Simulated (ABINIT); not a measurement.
The system is Ge.

```
Ge
1.0
     1.39715   -2.60052    0.00000
     1.39715    2.60052    0.00000
     0.00000    0.00000    2.69823
Ge
1
Direct
  0.50000 0.50000 0.00000
```

This isn't the form of Ge at room conditions, which is diamond.

| Item | Value |
| --- | --- |
| Program | ABINIT 10.8.3 (patched build) |
| Task | relaxation of cell and atoms |
| Functional | PBEsol |
| Potentials or basis | PseudoDojo NC SR PBEsol v0.4.1 standard |
| Cutoff | 1061 eV |
| k mesh | 8 × 8 × 8 |
| Occupations | fermi-dirac, width 0.05 eV |
| Spin | no spin polarisation |

At the start: pressure -4.3 GPa; volume 19.61 Å³/atom.

Problem. Where does the relaxation end?

Solution. Over 17 steps the energy falls by 25.4 meV/atom and the volume is 18.31 Å³/atom (-6.6 %); space group P6/mmm (No. 191, to 0.05 Å).

The path:
```tsv
step	energy change (eV)	largest force (eV/Å)	pressure (GPa)	volume (Å³)
1	0.0000	0.0000	-4.34	19.61
2	-0.0075	0.0000	-3.54	19.35
3	-0.0202	0.0000	0.38	18.31
4	-0.0204	0.0000	0.06	18.38
5	-0.0208	0.0000	-0.16	18.43
6	-0.0214	0.0000	-0.37	18.46
7	-0.0218	0.0000	-0.19	18.41
8	5.4781	0.0000	340.69	8.48
9	-0.0236	0.0000	0.09	18.31
10	-0.0249	0.0000	0.56	18.19
11	-0.0251	0.0000	0.55	18.19
12	-0.0252	0.0000	0.49	18.20
13	-0.0252	0.0000	0.36	18.23
14	-0.0253	0.0000	0.14	18.28
15	-0.0253	0.0000	0.01	18.31
16	-0.0254	0.0000	-0.01	18.32
17	-0.0254	0.0000	0.00	18.31
```

Final structure:
```cif
data_structure
_symmetry_space_group_name_H-M 'P 1'
_symmetry_Int_Tables_number 1
_cell_length_a 2.8447
_cell_length_b 2.8447
_cell_length_c 2.6133
_cell_angle_alpha 90.000
_cell_angle_beta 90.000
_cell_angle_gamma 119.999
_cell_volume 18.31
loop_
_atom_site_label
_atom_site_type_symbol
_atom_site_fract_x
_atom_site_fract_y
_atom_site_fract_z
_atom_site_occupancy
Ge1 Ge 0.50000 0.50000 0.00000 1
```
